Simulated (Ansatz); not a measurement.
Stress against strain in PbS

```yaml
crystal:
  lattice:
    - [2.94050, -2.90000, 0.00000]
    - [2.94050, 2.90000, 0.00000]
    - [-1.08005, 0.00000, 11.70929]
  atoms:
    - { symbol: Pb, position: [0.77560, 0.77560, 0.63638] }
    - { symbol: Pb, position: [0.22440, 0.22440, 0.36362] }
    - { symbol: S, position: [0.26840, 0.26840, 0.59860] }
    - { symbol: S, position: [0.73160, 0.73160, 0.40140] }
```

Atom numbers follow the list: Pb1, Pb2, S3, S4.

The cell is COD entry 2106944, as deposited and not checked against the literature; nothing was relaxed.

Spin–orbit coupling is left out, though it moves levels of the heavy atoms by tenths of an eV or more.

All numbers below come from DFT, PBEsol, all-electron LAPW, scalar-relativistic in Ansatz 0.2.0.

The runs use a Γ-centred 7×7×3 k mesh, Fermi–Dirac smearing of 0.01 eV, basis error target 0.5 meV/atom, no spin polarisation.

The strain is applied along the Cartesian axes of the cell as listed (the other components stay zero). Fractional coordinates are held (clamped ions).

σ is the change of stress from the unstrained cell, which is at -1.07 GPa; tension is positive, so slopes are stress–strain coefficients at that pressure.

Only quantities that a quadratic follows smoothly over the whole series are listed; rougher ones are left out.

```csv
εzz,σzz (GPa),σxx (GPa)
-0.0300,-1.43,-0.31
-0.0200,-0.88,-0.21
-0.0100,-0.41,-0.10
0.0000,0.00,0.00
0.0200,0.65,0.21
0.0300,0.90,0.31
```

Problem. Fit the series and read off the stiffness at zero strain.

Solution. Least-squares fits y = p0 + p1 x + p2 x² to the rows give σzz (GPa): p1 = 38.6, p2 = -300; σxx (GPa): p1 = 10.4, p2 = -1.8. So C33 = 39 GPa and C13 = 10 GPa, for these axes.

Problem. One run, at εzz = 0.0100, is withheld. Predict its row.

Solution. The fits give 0.36, 0.11; the run gave 0.35, 0.10.
